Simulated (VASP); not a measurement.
# Al (Fm-3m) in VASP: a series of runs, part 2 of 2

VASP 6.6.1. The steps go on from the part before.

## Step 5: Band structure, rSCAN

Input file INCAR:

```
PREC     = Accurate       # precision mode
ENCUT    = 520            # plane-wave cutoff, eV
EDIFF    = 1E-6           # SCF threshold, eV
ISMEAR   = -1             # smearing method
SIGMA    = 0.05           # smearing width, eV
LREAL    = F              # projectors in reciprocal space
LASPH    = T              # aspherical terms in the spheres
NELM     = 80             # most SCF steps
ALGO     = Normal         # electronic algorithm
ISIF     = 2              # what is computed and relaxed
LWAVE    = F              # write WAVECAR
LCHARG   = F              # write CHGCAR
METAGGA  = RSCAN          # meta-GGA
LMIXTAU  = T            
NBANDS   = 8              # bands
```

Input file KPOINTS:

```
Automatic mesh
0
Gamma
  11 11 11
```

Input file POSCAR:

```
Al
1.0
    0.0000000000      2.0248050000      2.0248050000
    2.0248050000      0.0000000000      2.0248050000
    2.0248050000      2.0248050000      0.0000000000
Al
1
Direct
    0.0000000000      0.0000000000      0.0000000000
```

Input file KPOINTS_OPT:

```
path GXWKGLUWLK,UX
10
line-mode
reciprocal
 0.0000000000  0.0000000000  0.0000000000  G
 0.5000000000  0.0000000000  0.5000000000  X

 0.5000000000  0.0000000000  0.5000000000  X
 0.5000000000  0.2500000000  0.7500000000  W

 0.5000000000  0.2500000000  0.7500000000  W
 0.3750000000  0.3750000000  0.7500000000  K

 0.3750000000  0.3750000000  0.7500000000  K
 0.0000000000  0.0000000000  0.0000000000  G

 0.0000000000  0.0000000000  0.0000000000  G
 0.5000000000  0.5000000000  0.5000000000  L

 0.5000000000  0.5000000000  0.5000000000  L
 0.6250000000  0.2500000000  0.6250000000  U

 0.6250000000  0.2500000000  0.6250000000  U
 0.5000000000  0.2500000000  0.7500000000  W

 0.5000000000  0.2500000000  0.7500000000  W
 0.5000000000  0.5000000000  0.5000000000  L

 0.5000000000  0.5000000000  0.5000000000  L
 0.3750000000  0.3750000000  0.7500000000  K

 0.6250000000  0.2500000000  0.6250000000  U
 0.5000000000  0.0000000000  0.5000000000  X
```

Potentials or basis: VASP PAW PBE potentials, release 64 (Al).

Started as:

```sh
$ cat potpaw_PBE.64/Al/POTCAR > POTCAR
$ mpirun -np 1 vasp_std > vasp.out
```

OUTCAR:

```text
PREC = Accurate
   ENCUT = 520
   EDIFF = 1E-6
   ISMEAR = -1
   LREAL = F
   LASPH = T
   NELM = 80
   ISIF = 2
   METAGGA = RSCAN

 ion  position               nearest neighbor table
   1  0.000  0.000  0.000-

  LATTYP: Found a face centered cubic cell.
 ALAT       =     4.0496100000

  Lattice vectors:

 A1 = (   0.0000000000,   2.0248050000,   2.0248050000)
 A2 = (   2.0248050000,   0.0000000000,   2.0248050000)
 A3 = (   2.0248050000,   2.0248050000,   0.0000000000)

Analysis of symmetry for initial positions (statically):
=====================================================================
 Subroutine PRICEL returns:
 Original cell was already a primitive cell.

 Routine SETGRP: Setting up the symmetry group for a
 face centered cubic supercell.

 Subroutine GETGRP returns: Found 48 space group operations
 (whereof 48 operations were pure point group operations)
 out of a pool of 48 trial point group operations.

The static configuration has the point symmetry O_h .

Analysis of symmetry for dynamics (positions and initial velocities):
=====================================================================
 Subroutine PRICEL returns:
 Original cell was already a primitive cell.

 Routine SETGRP: Setting up the symmetry group for a
 face centered cubic supercell.

 Subroutine GETGRP returns: Found 48 space group operations
 (whereof 48 operations were pure point group operations)
 out of a pool of 48 trial point group operations.

The dynamic configuration has the point symmetry O_h .

 Subroutine INISYM returns: Found 48 space group operations
 (whereof 48 operations are pure point group operations),
 and found     1 'primitive' translations

----------------------------------------------------------------------------------------

                                     Primitive cell

  volume of cell :      16.6027

  direct lattice vectors                    reciprocal lattice vectors
     0.000000000  2.024805000  2.024805000    -0.246937359  0.246937359  0.246937359
     2.024805000  0.000000000  2.024805000     0.246937359 -0.246937359  0.246937359
     2.024805000  2.024805000  0.000000000     0.246937359  0.246937359 -0.246937359

  length of vectors
     2.863506692  2.863506692  2.863506692     0.427708053  0.427708053  0.427708053

  position of ions in fractional coordinates (direct lattice)
     0.000000000  0.000000000  0.000000000

  ion indices of the primitive-cell ions
   primitive index   ion index
                 1           1

----------------------------------------------------------------------------------------

 KPOINTS: Automatic mesh

Automatic generation of k-mesh.
 Grid dimensions read from file:
 generate k-points for:   11   11   11

 Generating k-lattice:

  Cartesian coordinates                     Fractional coordinates (reciprocal lattice)
    -0.022448851  0.022448851  0.022448851     0.090909091  0.000000000  0.000000000
     0.022448851 -0.022448851  0.022448851     0.000000000  0.090909091  0.000000000
     0.022448851  0.022448851 -0.022448851     0.000000000  0.000000000  0.090909091

  Length of vectors
     0.038882550  0.038882550  0.038882550

  Shift w.r.t. Gamma in fractional coordinates (k-lattice)
     0.000000000  0.000000000  0.000000000

 Subroutine IBZKPT returns following result:
 ===========================================

 Found     56 irreducible k-points:

 Following reciprocal coordinates:
            Coordinates               Weight
  0.000000  0.000000  0.000000      1.000000
  0.090909  0.000000  0.000000      8.000000
  0.181818  0.000000  0.000000      8.000000
  0.272727  0.000000  0.000000      8.000000
  0.363636  0.000000  0.000000      8.000000
  0.454545  0.000000  0.000000      8.000000
[... 16 lines left out ...]
 -0.272727  0.181818  0.000000     24.000000
 -0.181818  0.181818  0.000000     12.000000
 [... further k-points ...]
   k-points           NKPTS =     56   k-points in BZ     NKDIM =     56   number of bands    NBANDS=      8
   number of dos      NEDOS =    301   number of ions     NIONS =      1
   total plane-waves  NPLWV =  13824
   dimension x,y,z NGX =    24 NGY =   24 NGZ =   24
   dimension x,y,z NGXF=    48 NGYF=   48 NGZF=   48
   ions per type =               1
   NGX,Y,Z   is equivalent  to a cutoff of  13.93, 13.93, 13.93 a.u.
   NGXF,Y,Z  is equivalent  to a cutoff of  27.87, 27.87, 27.87 a.u.
 SYSTEM =  unknown system
   PREC   = accura    normal or accurate (medium, high low for compatibility)
   ISTART =      0    job   : 0-new  1-cont  2-samecut
   ICHARG =      2    charge: 1-file 2-atom 10-const
   ISPIN  =      1    spin polarized calculation?
   LNONCOLLINEAR =      F non collinear calculations
   LSORBIT =      F    spin-orbit coupling
   LASPH  =      T    aspherical Exc in radial PAW
   ENCUT  =  520.0 eV  38.22 Ry    6.18 a.u.   5.32  5.32  5.32*2*pi/ulx,y,z
   NELM   =     80;   NELMIN=  2; NELMDL= -5     # of ELM steps
   EDIFF  = 0.1E-05   stopping-criterion for ELM
   LREAL  =      F    real-space projection
[... 7 lines left out ...]
   TEBEG  =    0.0;   TEEND  =   0.0 temperature during run
   PSTRESS=    0.0 pullay stress
   NELECT =       3.0000    total number of electrons
   NUPDOWN=      -1.0000    fix difference up-down
   EMIN   =  10.00;   EMAX   =-10.00  energy-range for DOS
   EFERMI =   0.00;   METHOD = LEGACY
   ISMEAR =    -1;   SIGMA  =   0.05  broadening in eV -4-tet -1-fermi 0-gaus
   EFERMI_NEDOS =   21; number of points for ismear=-14 and -15
   IALGO  =     38    algorithm
   IMIX   =      4    mixing-type and parameters
     AMIX     =   0.40;   BMIX     =  1.00
     AMIX_MAG =   1.60;   BMIX_MAG =  1.00
  volume/ion in A,a.u.               =      16.60       112.04
  Fermi-wavevector in a.u.,A,eV,Ry     =   0.925526  1.748991 11.654733  0.856599
  Thomas-Fermi vector in A             =   2.051390
   LORBIT       =      0    0 simple, 1 ext, 2 COOP (PROOUT), +10 PAW based schemes
   METAGGA = RSCAN    functional components
   LHFCALC =     F    Hartree Fock is set to
   AEXX    =    0.0000 exact exchange contribution
   IVDW    =     0    specifies the selected vdW correction
   LEPSILON=     F    determine dielectric tensor
   LRPA    =     F    only Hartree local field effects (RPA)
 non-spin polarized calculation
  energy-cutoff  :      520.00
  volume of cell :       16.60
 maximum number of plane-waves:       459
 NGX is ok and might be reduce to    24
   NGX = 11   NGY = 11   NGZ = 11

 number of electron       3.0000000 magnetization

 Free energy of the ion-electron system (eV)
  ---------------------------------------------------
  ext. energy  EPLUGINS =         0.00000000
  ---------------------------------------------------
  free energy    TOTEN  =        -8.37792302 eV

  energy without entropy =       -8.37381812  energy(sigma->0) =       -8.37587057

 E-fermi :   7.9258     XC(G=0): -10.8704

 val. band max:        7.9061113973   @ k =  -0.4545   0.3636   0.0000
 cond. band min:       7.9488323225   @ k =   0.4545   0.1818   0.0909
 fundamental gap:      0.0427209252
 Fermi energy:         7.9257580348

 k-point     1 :       0.0000    0.0000    0.0000
  band No.  band energies     occupation
      1      -3.8510      2.00000
      2      21.1656      0.00000
      3      21.1656      0.00000
      4      21.1656      0.00000
      5      22.9770      0.00000
      6      22.9770      0.00000
      7      22.9770      0.00000
      8      25.2422      0.00000

 k-point     2 :       0.0909    0.0000    0.0000
  band No.  band energies     occupation
      1      -3.6136      2.00000
      2      18.1464      0.00000
      3      20.5508      0.00000
      4      20.5508      0.00000
      5      23.5998      0.00000
      6      23.9546      0.00000
      7      23.9546      0.00000
      8      27.2060      0.00000
[... 221 lines left out ...]
 k-point    23 :      -0.2727    0.1818    0.0000
  band No.  band energies     occupation
      1       0.1324      2.00000
      2       9.1124      0.00000
      3      12.7700      0.00000
      4      18.8100      0.00000
      5      20.9339      0.00000
      6      23.9891      0.00000
      7      26.6136      0.00000
      8      27.1350      0.00000

 k-point    24 :      -0.1818    0.1818    0.0000
  band No.  band energies     occupation
      1      -1.3387      2.00000
      2      11.9117      0.00000
      3      13.5713      0.00000
      4      20.4909      0.00000
      5      22.6452      0.00000
      6      23.6149      0.00000
      7      24.9830      0.00000
      8      25.9441      0.00000

 [... further k-points ...]

------------------------ aborting loop because EDIFF is reached ----------------------------------------

  FORCE on cell =-STRESS in cart. coord.  units (eV):
  Direction    XX          YY          ZZ          XY          YZ          ZX
  --------------------------------------------------------------------------------------
  -------------------------------------------------------------------------------------
  Total       -0.3283355     -0.3283355     -0.3283355     -0.0000000      0.0000000      0.0000000
  in kB      -31.6846400    -31.6846400    -31.6846400     -0.0000000      0.0000000      0.0000000
  external PRESSURE =     -31.6846400 kB  Pullay stress =       0.0000000 kB

 VOLUME and BASIS-vectors are now :
 -----------------------------------------------------------------------------
  energy-cutoff  :      520.00
  volume of cell :       16.60
      direct lattice vectors                 reciprocal lattice vectors
     0.000000000  2.024805000  2.024805000    -0.246937359  0.246937359  0.246937359
     2.024805000  0.000000000  2.024805000     0.246937359 -0.246937359  0.246937359
     2.024805000  2.024805000  0.000000000     0.246937359  0.246937359 -0.246937359

 POSITION                                       TOTAL-FORCE (eV/Angst)
 -----------------------------------------------------------------------------------
      0.00000      0.00000      0.00000         0.000000      0.000000     -0.000000
 -----------------------------------------------------------------------------------
    total drift:                               -0.000000      0.000000      0.000000

  FREE ENERGIE OF THE ION-ELECTRON SYSTEM (eV)
  ---------------------------------------------------
  free  energy   TOTEN  =        -8.3779230169 eV

  energy  without entropy=       -8.3738181243  energy(sigma->0) =       -8.37587057
```

Wall time 22 s (1 thread of Intel Xeon 6975P-C (Granite Rapids), shared host); peak memory 0.13 GiB.

What came out:

| Quantity | Value |
| --- | --- |
| Free energy | -8.3779 eV |
| Pressure | -3.2 GPa |
| Band gap along the path | none (metal or under the smearing width) |

Levels at the corners of the path, in eV from the Fermi level:
```
point  band 1  band 2  band 3  band 4  band 5
    Γ  -11.78   13.24   13.24   13.24   15.05
    X   -3.17   -1.62    5.44    5.93    5.93
    X   -3.17   -1.62    5.44    5.93    5.93
    W   -0.96   -0.96    0.13    1.40   16.68
    W   -0.96   -0.96    0.13    1.40   16.68
    K   -2.07   -1.49   -0.30    6.95    8.72
    K   -2.07   -1.49   -0.30    6.95    8.72
    Γ  -11.78   13.24   13.24   13.24   15.05
    Γ  -11.78   13.24   13.24   13.24   15.05
    L   -4.94   -4.56   12.04   12.04   12.15
    L   -4.94   -4.56   12.04   12.04   12.15
    U   -2.07   -1.49   -0.30    6.95    8.72
    U   -2.07   -1.49   -0.30    6.95    8.72
    W   -0.96   -0.96    0.13    1.40   16.68
    W   -0.96   -0.96    0.13    1.40   16.68
    L   -4.94   -4.56   12.04   12.04   12.15
    L   -4.94   -4.56   12.04   12.04   12.15
    K   -2.07   -1.49   -0.30    6.95    8.72
    U   -2.07   -1.49   -0.30    6.95    8.72
    X   -3.17   -1.62    5.44    5.93    5.93
```

Caveat: the PAW data sets were made with another functional, which shifts forces and pressure a little.

## Step 6: The reference run

An earlier run on the cell as given: functional PBE; potentials or basis VASP PAW PBE potentials, release 64 (Al); cutoff 520 eV; k mesh 11 × 11 × 11; occupations fermi-dirac, width 0.05 eV; no spin polarisation.

* Pressure: -0.5 GPa
* Band gap on the k mesh: none (metal or under the smearing width)

## Step 7: Overview

| task | level | k mesh | grid for exact exchange (PRECFOCK) | exchange at q = 0 | mesh quality | pressure (GPa) |
| --- | --- | --- | --- | --- | --- | --- |
| band structure | HF | 6 × 6 × 6 | Normal | truncated | coarse | 11.9 |
| band structure | r2SCAN | 11 × 11 × 11 | - | - | not flagged | -3.6 |
| band structure | SCAN | 11 × 11 × 11 | - | - | not flagged | -2.2 |
| band structure | rSCAN | 11 × 11 × 11 | - | - | not flagged | -3.2 |
| single point | PBE | 11 × 11 × 11 | - | - | not flagged | -0.5 |

Alike in all rows: potentials or basis VASP PAW PBE potentials, release 64 (Al); no spin polarisation; cell as given; cutoff (eV) 520; smearing fermi-dirac 0.05 eV.

Caveats: some runs use coarse meshes; the PAW data sets were made with another functional, which shifts forces and pressure a little (some runs).

Total energies depend on the potentials used, so only differences within one code and one set of settings carry meaning.
